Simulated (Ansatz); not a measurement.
Crystal: TaS2.

```xyz
3
Lattice="3.3500 0.0000 0.0000 -1.6750 2.9012 0.0000 0.0000 0.0000 5.8600" Properties=species:S:1:pos:R:3 pbc="T T T"
Ta    0.0000    0.0000    0.0000
S     0.0000    1.9341    1.4650
S     1.6750    0.9671    4.3950
```

Base run:

* Program: Ansatz 0.2.0
* Functional: PBEsol
* Potentials or basis: Ansatz PAW
* Cutoff: 420 eV (not typed: the program's choice for these potentials)
* k mesh: 7 × 7 × 3
* Occupations: gaussian, width 0.05 eV
* Spin: collinear spin, ferromagnetic start
* Starting moments: [0.5, 0.0, 0.0] μB
* Hubbard terms: Ta d U = 5 eV

Its results: band gap on the k mesh none (metal or under the smearing width); pressure 9.1 GPa; net moment 0.81 μB per cell; site moments Ta +0.49; S -0.04 μB; largest force 1.097 eV/Å.

The run is repeated on the same cell with these changes: functional from PBEsol to r2SCAN; cutoff from 420 eV (not typed: the program's choice for these potentials) to 500 eV (not typed: the program's choice for these potentials); hubbard terms from Ta d U = 5 eV to Ta d U = 8 eV. What comes out?

Band gap on the k mesh 1.62 eV, indirect (least direct gap 2.20 eV); pressure 24.4 GPa; net moment 1.00 μB per cell; site moments Ta +0.59; S +0.00 μB; largest force 1.596 eV/Å.

Several settings changed at once, so the effect can't be laid on one alone.

Caveats: the magnetic or orbital state may not be the lowest; the PAW data sets come from PBE, with cores solved anew for the run's functional, which leaves a small shift of forces and pressure; forces of over 1 eV/Å show positions far from the minimum, so gaps and moduli don't describe the material at rest; this functional lacks dispersion, which binds the layers, so the pressure and a relaxed spacing across them are unreliable (some runs); odd divisions of the mesh miss points on the zone boundary, where band edges often lie, so the gap on the mesh can be too wide (some runs); spin-orbit coupling is left out, which moves the levels of the heavy elements (some runs).

A k mesh can miss the band edges.
